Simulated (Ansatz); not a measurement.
All numbers below come from Ansatz, DFT PBE, scalar-relativistic, plane waves, PAW. All cells share a 420 eV cutoff and Γ-centred k meshes spaced at most about 0.3 Å⁻¹ (about 0.25 or finer for metals, 2π included). No spin polarisation in the final relaxations.

All energies are static (0 K, no zero-point motion).

Compare these two cells of In3O2, each relaxed at this level.

A.

```xyz
5
Lattice="3.5874 0.0000 0.0000 -1.7937 3.1068 0.0000 0.0000 0.0000 9.9336" Properties=species:S:1:pos:R:3 pbc="T T T"
In    0.0000    0.0000    6.4965
In    0.0000    0.0000    3.4371
In    1.7937    1.0356    0.0000
O     1.7937    1.0356    4.9668
O     0.0000    2.0712    0.0000
```

B.

```xyz
5
Lattice="0.0000 3.5260 4.5961 3.2113 0.0000 4.5961 3.2113 3.5260 0.0000" Properties=species:S:1:pos:R:3 pbc="T T T"
In    3.2113    3.5260    4.5961
In    3.2113    3.5260    1.6555
In    3.2113    3.5260    7.5366
O     3.2113    5.6723    4.5961
O     3.2113    1.3796    4.5961
```

Question: Which form is favoured at zero pressure, and by what margin per atom?

Answer: B is lower, by 50 meV/atom. A has space group P-6m2 (No. 187), 22.1 Å³/atom and no gap on its mesh; B has space group Fmmm (No. 69), 20.8 Å³/atom and no gap. Counting O atoms around In (those within 1.25 times the shortest such distance or 1.15 times the sum of covalent radii, 1.27 where that leaves under three; the shortest distance is added where it exceeds 1.18 times the sum of covalent radii; a slash parts the counts of unlike sites), A has In 3/3 from 2.6 Å and B has In 2. Both come from invented guesses. A third cell relaxed alike, in P-3m1, lies 193 meV/atom below the lower of the two.

Weakly bound directions are ill-defined at this level, which has no dispersion term (P-6m2), and this can change margins and order among such cells. In P-6m2, Fmmm an odd number of electrons in the primitive cell allows no gap without spin; a larger cell or a magnetic state could open one. Cells relaxed within their symmetry can be saddle points.
